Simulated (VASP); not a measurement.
# MoS2 in VASP: further runs, part 2 of 2

VASP 6.6.1.

## Step 3: Single point, vdW-DF

Contents of INCAR:

```
AGGAC    = 0.0          
ALGO     = Fast           # electronic algorithm
EDIFF    = 1E-6           # SCF threshold, eV
ENCUT    = 520            # plane-wave cutoff, eV
GGA      = RE             # functional
ISIF     = 2              # what is computed and relaxed
ISMEAR   = -1             # smearing method
LASPH    = T              # aspherical terms in the spheres
LCHARG   = F              # write CHGCAR
LREAL    = F              # projectors in reciprocal space
LUSE_VDW = T            
LWAVE    = F              # write WAVECAR
NBANDS   = 20             # bands
NELM     = 60             # most SCF steps
PREC     = Accurate       # precision mode
SIGMA    = 0.05           # smearing width, eV
```

Contents of KPOINTS:

```
k-points
0
Gamma
  8 8 1
```

Contents of POSCAR:

```
MoS2
1.0
    3.1610000000      0.0000000000      0.0000000000
   -1.5805000000      2.7375063014      0.0000000000
    0.0000000000      0.0000000000     21.1300000000
S Mo
2 1
Direct
    0.6666666667      0.3333333333      0.4259346900
    0.6666666667      0.3333333333      0.5740653100
    0.3333333333      0.6666666667      0.5000000000
```

Potentials or basis: VASP PAW PBE potentials, release 64 (S, Mo_sv).

Run with:

```console
$ cat potpaw_PBE.64/S/POTCAR potpaw_PBE.64/Mo_sv/POTCAR > POTCAR
$ mpirun -np 1 vasp_std > vasp.out
```

OUTCAR:

```text
EDIFF = 1E-6
   ENCUT = 520
   GGA = RE
   ISIF = 2
   ISMEAR = -1
   LASPH = T
   LREAL = F
   NELM = 60
   PREC = Accurate

 ion  position               nearest neighbor table
   1  0.667  0.333  0.426-   3 2.40   3 2.40   3 2.40
   2  0.667  0.333  0.574-   3 2.40   3 2.40   3 2.40
   3  0.333  0.667  0.500-   1 2.40   2 2.40   1 2.40   2 2.40   1 2.40   2 2.40

  LATTYP: Found a hexagonal cell.
 ALAT       =     3.1610000000
 C/A-ratio  =     6.6845934831

  Lattice vectors:

 A1 = (   3.1610000000,   0.0000000000,   0.0000000000)
 A2 = (  -1.5805000000,   2.7375063014,   0.0000000000)
 A3 = (   0.0000000000,   0.0000000000,  21.1300000000)

Analysis of symmetry for initial positions (statically):
=====================================================================
 Subroutine PRICEL returns:
 Original cell was already a primitive cell.

 Routine SETGRP: Setting up the symmetry group for a
 hexagonal supercell.

 Subroutine GETGRP returns: Found 12 space group operations
 (whereof 12 operations were pure point group operations)
 out of a pool of 24 trial point group operations.

The static configuration has the point symmetry D_3h.

Analysis of symmetry for dynamics (positions and initial velocities):
=====================================================================
 Subroutine PRICEL returns:
 Original cell was already a primitive cell.

 Routine SETGRP: Setting up the symmetry group for a
 hexagonal supercell.

 Subroutine GETGRP returns: Found 12 space group operations
 (whereof 12 operations were pure point group operations)
 out of a pool of 24 trial point group operations.

The dynamic configuration has the point symmetry D_3h.

 Subroutine INISYM returns: Found 12 space group operations
 (whereof 12 operations are pure point group operations),
 and found     1 'primitive' translations

----------------------------------------------------------------------------------------

                                     Primitive cell

  volume of cell :     182.8433

  direct lattice vectors                    reciprocal lattice vectors
     3.161000000  0.000000000  0.000000000     0.316355584  0.182647981  0.000000000
    -1.580500000  2.737506301  0.000000000     0.000000000  0.365295963  0.000000000
     0.000000000  0.000000000 21.130000000     0.000000000  0.000000000  0.047326077

  length of vectors
     3.161000000  3.161000000 21.130000000     0.365295963  0.365295963  0.047326077

  position of ions in fractional coordinates (direct lattice)
     0.666666667  0.333333333  0.425934690
     0.666666667  0.333333333  0.574065310
     0.333333333  0.666666667  0.500000000

  ion indices of the primitive-cell ions
   primitive index   ion index
                 1           1
                 2           2
                 3           3

----------------------------------------------------------------------------------------

 KPOINTS: k-points

Automatic generation of k-mesh.
 Grid dimensions read from file:
 generate k-points for:    8    8    1

 Generating k-lattice:

  Cartesian coordinates                     Fractional coordinates (reciprocal lattice)
     0.039544448  0.022830998  0.000000000     0.125000000 -0.000000000  0.000000000
     0.000000000  0.045661995  0.000000000     0.000000000  0.125000000  0.000000000
     0.000000000  0.000000000  0.047326077     0.000000000  0.000000000  1.000000000

  Length of vectors
     0.045661995  0.045661995  0.047326077

  Shift w.r.t. Gamma in fractional coordinates (k-lattice)
     0.000000000  0.000000000  0.000000000

 Subroutine IBZKPT returns following result:
 ===========================================

 Found     10 irreducible k-points:

 Following reciprocal coordinates:
            Coordinates               Weight
  0.000000  0.000000  0.000000      1.000000
  0.125000  0.000000  0.000000      6.000000
  0.250000  0.000000  0.000000      6.000000
  0.375000  0.000000  0.000000      6.000000
  0.500000  0.000000  0.000000      3.000000
  0.125000  0.125000  0.000000      6.000000
  0.250000  0.125000  0.000000     12.000000
  0.375000  0.125000  0.000000     12.000000
  0.250000  0.250000  0.000000      6.000000
  0.375000  0.250000  0.000000      6.000000
   k-points           NKPTS =     10   k-points in BZ     NKDIM =     10   number of bands    NBANDS=     20
   number of dos      NEDOS =    301   number of ions     NIONS =      3
   total plane-waves  NPLWV =  92160
   dimension x,y,z NGX =    24 NGY =   24 NGZ =  160
   dimension x,y,z NGXF=    48 NGYF=   48 NGZF=  320
   ions per type =               2   1
   NGX,Y,Z   is equivalent  to a cutoff of  12.62, 12.62, 12.59 a.u.
   NGXF,Y,Z  is equivalent  to a cutoff of  25.24, 25.24, 25.18 a.u.
 SYSTEM =  unknown system
   PREC   = accura    normal or accurate (medium, high low for compatibility)
   ISTART =      0    job   : 0-new  1-cont  2-samecut
   ICHARG =      2    charge: 1-file 2-atom 10-const
   ISPIN  =      1    spin polarized calculation?
   LNONCOLLINEAR =      F non collinear calculations
   LSORBIT =      F    spin-orbit coupling
   LASPH  =      T    aspherical Exc in radial PAW
   ENCUT  =  520.0 eV  38.22 Ry    6.18 a.u.   5.88  5.88 39.29*2*pi/ulx,y,z
   NELM   =     60;   NELMIN=  2; NELMDL= -5     # of ELM steps
   EDIFF  = 0.1E-05   stopping-criterion for ELM
   LREAL  =      F    real-space projection
   EDIFFG = 0.1E-04   stopping-criterion for IOM
   NSW    =      0    number of steps for IOM
   IBRION =     -1    ionic relax: 0-MD 1-quasi-New 2-CG
   NFREE  =      0    steps in history (QN), initial steepest desc. (CG)
   ISIF   =      2    stress and relaxation
   ISYM   =      2    0-nonsym 1-usesym 2-fastsym
   POTIM  = 0.5000    time-step for ionic-motion
   TEBEG  =    0.0;   TEEND  =   0.0 temperature during run
   PSTRESS=    0.0 pullay stress
   NELECT =      26.0000    total number of electrons
   NUPDOWN=      -1.0000    fix difference up-down
   EMIN   =  10.00;   EMAX   =-10.00  energy-range for DOS
   EFERMI =   0.00;   METHOD = LEGACY
   ISMEAR =    -1;   SIGMA  =   0.05  broadening in eV -4-tet -1-fermi 0-gaus
   EFERMI_NEDOS =   21; number of points for ismear=-14 and -15
   IALGO  =     68    algorithm
   IMIX   =      4    mixing-type and parameters
     AMIX     =   0.40;   BMIX     =  1.00
     AMIX_MAG =   1.60;   BMIX_MAG =  1.00
  volume/ion in A,a.u.               =      60.95       411.30
  Fermi-wavevector in a.u.,A,eV,Ry     =   0.854489  1.614749  9.934303  0.730151
  Thomas-Fermi vector in A             =   1.971093
   LORBIT       =      0    0 simple, 1 ext, 2 COOP (PROOUT), +10 PAW based schemes
   GGA     = RE    functional components
   LHFCALC =     F    Hartree Fock is set to
   AEXX    =    0.0000 exact exchange contribution
   IVDW_NL    =     1    kernel type
   BPARAM     = 6.3000
   IVDW    =     0    specifies the selected vdW correction
   LEPSILON=     F    determine dielectric tensor
   LRPA    =     F    only Hartree local field effects (RPA)
 non-spin polarized calculation
 RMM-DIIS sequential band-by-band and
  energy-cutoff  :      520.00
  volume of cell :      182.84
 maximum number of plane-waves:      4956
 NGX is ok and might be reduce to    24
   NGX = 11   NGY = 11   NGZ = 79

 number of electron      26.0000000 magnetization

 Free energy of the ion-electron system (eV)
  ---------------------------------------------------
  ext. energy  EPLUGINS =         0.00000000
  ---------------------------------------------------
  free energy    TOTEN  =       -13.71643294 eV

  energy without entropy =      -13.71643294  energy(sigma->0) =      -13.71643294

 E-fermi :  -1.4332     XC(G=0):  -3.9781

 val. band max:       -2.4073477276   @ k =   0.0000   0.0000   0.0000
 cond. band min:      -0.4256743291   @ k =   0.3750   0.2500   0.0000
 fundamental gap:      1.9816733985
 Fermi energy:        -1.4331806409

 k-point     1 :       0.0000    0.0000    0.0000
  band No.  band energies     occupation
      1     -63.2652      2.00000
      2     -37.3972      2.00000
      3     -37.1828      2.00000
      4     -37.1828      2.00000
      5     -16.4240      2.00000
      6     -15.1488      2.00000
[... 12 lines left out ...]
     19       2.5887      0.00000
[... 191 lines left out ...]
      4     -37.3104      2.00000
      5     -14.3177      2.00000
      6     -14.2703      2.00000
[... 12 lines left out ...]
     19       5.9635      0.00000
     20       6.9361      0.00000

------------------------ aborting loop because EDIFF is reached ----------------------------------------

  FORCE on cell =-STRESS in cart. coord.  units (eV):
  Direction    XX          YY          ZZ          XY          YZ          ZX
  --------------------------------------------------------------------------------------
  -------------------------------------------------------------------------------------
  Total        2.6936742      2.6936742      1.8417714     -0.0000000      0.0000000      0.0000000
  in kB       23.6035067     23.6035067     16.1386497     -0.0000000      0.0000000      0.0000000
  external PRESSURE =      21.1152211 kB  Pullay stress =       0.0000000 kB

 VOLUME and BASIS-vectors are now :
 -----------------------------------------------------------------------------
  energy-cutoff  :      520.00
  volume of cell :      182.84
      direct lattice vectors                 reciprocal lattice vectors
     3.161000000  0.000000000  0.000000000     0.316355584  0.182647981  0.000000000
    -1.580500000  2.737506301  0.000000000     0.000000000  0.365295963  0.000000000
     0.000000000  0.000000000 21.130000000     0.000000000  0.000000000  0.047326077

 POSITION                                       TOTAL-FORCE (eV/Angst)
 -----------------------------------------------------------------------------------
      1.58050      0.91250      9.00000        -0.000000      0.000000     -0.599517
      1.58050      0.91250     12.13000        -0.000000     -0.000000      0.599517
     -0.00000      1.82500     10.56500         0.000000     -0.000000      0.000000
 -----------------------------------------------------------------------------------
    total drift:                               -0.000000      0.000000     -0.000000

  FREE ENERGIE OF THE ION-ELECTRON SYSTEM (eV)
  ---------------------------------------------------
  free  energy   TOTEN  =       -13.7164329417 eV

  energy  without entropy=      -13.7164329408  energy(sigma->0) =      -13.71643294

Total vdW correction in eV:      3.6773809
```

Run time: 3.7 min. Hardware: 1 thread of Intel Xeon Platinum 8488C (Sapphire Rapids), shared host; peak memory 0.74 GiB.

What came out:

| Property | Result |
| --- | --- |
| Free energy | -13.7164 eV |
| Largest force | 0.600 eV/Å |
| Band gap on the k mesh | 1.98 eV, indirect (least direct gap 2.04 eV) |

Forces in eV/Å, atoms in the order of the input:
```
S    0.000  0.000 -0.600
S    0.000  0.000  0.600
Mo   0.000  0.000  0.000
```

Caveat: the PAW data sets were made with another functional, which shifts forces and pressure a little.

## Step 4: Single point, vdW-DF2

INCAR: that of step 3 with these lines changed.

```diff
@@ -4,3 +4,3 @@
 ENCUT    = 520            # plane-wave cutoff, eV
-GGA      = RE             # functional
+GGA      = ML             # functional
 ISIF     = 2              # what is computed and relaxed
@@ -16 +16,2 @@
 SIGMA    = 0.05           # smearing width, eV
+ZAB_VDW  = -1.8867
```

KPOINTS is that of step 3.

POSCAR is that of step 3.

Run with:

```console
$ cat potpaw_PBE.64/S/POTCAR potpaw_PBE.64/Mo_sv/POTCAR > POTCAR
$ mpirun -np 1 vasp_std > vasp.out
```

Run time: 4 min. Hardware: 1 thread of Intel Xeon Platinum 8488C (Sapphire Rapids), shared host; peak memory 0.74 GiB.

The run converged. Its results:

```yaml
Free_energy: -13.5584 eV
Largest_force: 1.028 eV/Å
Band_gap_on_the_k_mesh: 1.98 eV, indirect (least direct gap 2.04 eV)
```

Forces on the atoms (eV/Å):
```
S    0.000  0.000 -1.028
S    0.000  0.000  1.028
Mo   0.000  0.000  0.000
```

Levels at points of the mesh, in eV from the valence-band top:
| k point | band 9 | band 10 | band 11 | band 12 | band 13 | band 14 | band 15 | band 16 | band 17 | band 18 |
| --- | --- | --- | --- | --- | --- | --- | --- | --- | --- | --- |
| (0.00, 0.00, 0.00) | -2.48 | -1.79 | -1.38 | -1.38 | 0.00 | 2.91 | 2.91 | 3.08 | 3.08 | 5.15 |
| (0.50, 0.00, 0.00) | -3.89 | -3.03 | -1.82 | -0.84 | -0.46 | 2.36 | 2.84 | 4.01 | 4.41 | 6.30 |

Caveat: the PAW data sets were made with another functional, which shifts forces and pressure a little.

## Step 5: Single point, optB88-vdW

INCAR: that of step 4 with these lines changed.

```diff
@@ -4,3 +4,3 @@
 ENCUT    = 520            # plane-wave cutoff, eV
-GGA      = ML             # functional
+GGA      = BO             # functional
 ISIF     = 2              # what is computed and relaxed
@@ -14,4 +14,5 @@
 NELM     = 60             # most SCF steps
+PARAM1   = 0.1833333333 
+PARAM2   = 0.22         
 PREC     = Accurate       # precision mode
 SIGMA    = 0.05           # smearing width, eV
-ZAB_VDW  = -1.8867
```

KPOINTS is that of step 4.

POSCAR is that of step 4.

Run with:

```console
$ cat potpaw_PBE.64/S/POTCAR potpaw_PBE.64/Mo_sv/POTCAR > POTCAR
$ mpirun -np 1 vasp_std > vasp.out
```

It took 5.7 min on 1 thread of Intel Xeon Platinum 8488C (Sapphire Rapids), shared host; peak memory 0.74 GiB.

Results (log left out):

```
Free energy            : -15.4282 eV
Largest force          : 0.266 eV/Å
Band gap on the k mesh : 1.98 eV, indirect (least direct gap 2.05 eV)
```

Forces in eV/Å, atoms in the order of the input:
```
S    0.000  0.000 -0.266
S    0.000  0.000  0.266
Mo   0.000  0.000  0.000
```

Levels at points of the mesh, in eV from the valence-band top:
```csv
k point,band 11,band 12,band 13,band 14,band 15,band 16
"(0.00, 0.00, 0.00)",-1.39,-1.39,0.00,2.90,2.90,3.11
"(0.50, 0.00, 0.00)",-1.83,-0.84,-0.52,2.36,2.86,3.99
```

Caveat: the PAW data sets were made with another functional, which shifts forces and pressure a little.

## Step 6: Overview

| level | gap on the mesh (eV) | largest force (eV/Å) |
| --- | --- | --- |
| PBE+TS | 1.99 | 0.05 |
| vdW-DF | 1.98 | 0.60 |
| vdW-DF2 | 1.98 | 1.03 |
| optB88-vdW | 1.98 | 0.27 |

Alike in all rows: task single point; potentials or basis VASP PAW PBE potentials, release 64 (S, Mo_sv); no spin polarisation; cell as given; k mesh 8 × 8 × 1; cutoff (eV) 520; smearing fermi-dirac 0.05 eV.

On the cell as given the gap runs from 1.98 eV (vdW-DF2) to 1.99 eV (PBE+TS).

Caveats: the PAW data sets were made with another functional, which shifts forces and pressure a little (some runs).

Total energies depend on the potentials used, so only differences within one code and one set of settings carry meaning.
